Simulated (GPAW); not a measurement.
# GaN: equation of state with BLYP

The system is GaN.

```
Ga N
1.0
     0.00000    2.25350    2.25350
     2.25350    0.00000    2.25350
     2.25350    2.25350    0.00000
Ga N
1 1
Direct
  0.00000 0.00000 0.00000
  0.25000 0.25000 0.25000
```

The cell is a database's computed one.

```json
{
  "Program": "GPAW 26.7.0",
  "Task": "equation of state",
  "Functional": "BLYP",
  "Potentials or basis": "PAW data sets generated in the run's folder for this functional",
  "Cutoff": "800 eV",
  "Basis": "pw",
  "k mesh": "10 × 10 × 10",
  "Occupations": "fermi-dirac, width 0.05 eV",
  "Spin": "no spin polarisation"
}
```

The equilibrium volume is 12.50 Å³/atom (rough: see the caveat) and the bulk modulus is 161 GPa (rough).

Energy against volume, from the lowest point:
```tsv
volume (Å³/atom)	energy (meV/atom)
10.757	159.05
10.986	113.47
11.215	76.77
11.444	47.85
11.673	25.93
11.902	9.85
12.131	0.00
```

Wall time 70 s on 1 thread of Arm Neoverse V2 (shared host), peak memory 0.22 GiB.

Caveat: the data sets keep Ga 3d, Li 1s and Be 1s frozen, and some such compounds lay over 1.5 % in volume off other programs; the minimum lies outside the volumes run.
